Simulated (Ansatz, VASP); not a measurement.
Two plane-wave programs on BeTe

```
CELL_PARAMETERS angstrom
0.00000 2.88742 2.88742
2.88742 0.00000 2.88742
2.88742 2.88742 0.00000
ATOMIC_POSITIONS crystal
Be 0.00000 0.00000 0.00000
Te 0.25000 0.25000 0.25000
```

Alike in both runs: task single point; functional PBE; k mesh 8 × 8 × 8; occupations gaussian, width 0.02 eV; no spin polarisation.

|  | VASP | Ansatz |
| --- | --- | --- |
| version | VASP 6.6.1 | Ansatz 0.2.0 |
| potentials or method | VASP PAW PBE potentials, release 64 (Be, Te) | scalar-relativistic, plane waves, PAW |
| plane-wave cutoff (eV) | 520 | 420 |
| valence electrons in the cell | 8 | 18 |

VASP gave:

| Quantity | Value |
| --- | --- |
| gap on the k mesh at the Fermi level (eV) | 2.15 |
| least direct gap on the mesh (eV) | 3.29 |
| pressure (GPa) | -2.8 |

**Question.** Estimate Ansatz's values.

**Answer.** gap on the k mesh at the Fermi level (eV): 2.16; least direct gap on the mesh (eV): 3.29; pressure (GPa): -2.9.

With one functional, cell and mesh, what is left measures potentials, basis and numerics. The two sets of potentials don't hold the same shells in valence.

Caveats: spin-orbit coupling is left out, which moves the levels of the heavy elements. A k mesh can miss the band edges.
